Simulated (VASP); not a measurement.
Set up this calculation in VASP 6.6.1, as the native input.

* Task: single point
* Functional: PBE
* Potentials or basis: VASP PAW PBE potentials, release 64 (Pd)
* Cutoff: 520 eV
* k mesh: 36 × 36 × 36
* Occupations: fermi-dirac, width 0.1 eV
* Spin: no spin polarisation
* Further INCAR settings: ALGO = Normal; EDIFF = 1e-06

The structure of Pd lies in POSCAR:

```
Pd
1.0
    0.0000000000      1.9455000000      1.9455000000
    1.9455000000      0.0000000000      1.9455000000
    1.9455000000      1.9455000000      0.0000000000
Pd
1
Direct
    0.0000000000      0.0000000000      0.0000000000
```

The input as run:

INCAR

```
PREC = Accurate
ENCUT = 520
EDIFF = 1E-6
ISMEAR = -1
SIGMA = 0.1
LREAL = False
LASPH = True
NELM = 60
ALGO = Normal
ISIF = 2
LWAVE = False
LCHARG = True
GGA = PE
LELF = True
LVHAR = True
```

KPOINTS

```
regular mesh
0
Gamma
  36 36 36
```

Potentials or basis: VASP PAW PBE potentials, release 64 (Pd).

The run is started by

```console
$ cat potpaw_PBE.64/Pd/POTCAR > POTCAR
$ mpirun -np 1 vasp_std > vasp.out
```

Results of the run:

- Pressure: 7.5 GPa
- Band gap on the k mesh: none (metal or under the smearing width)

Run time: 81 s on 1 thread of Intel(R) Xeon(R) Platinum 8559C (Emerald Rapids) (shared host), peak memory 0.29 GiB.
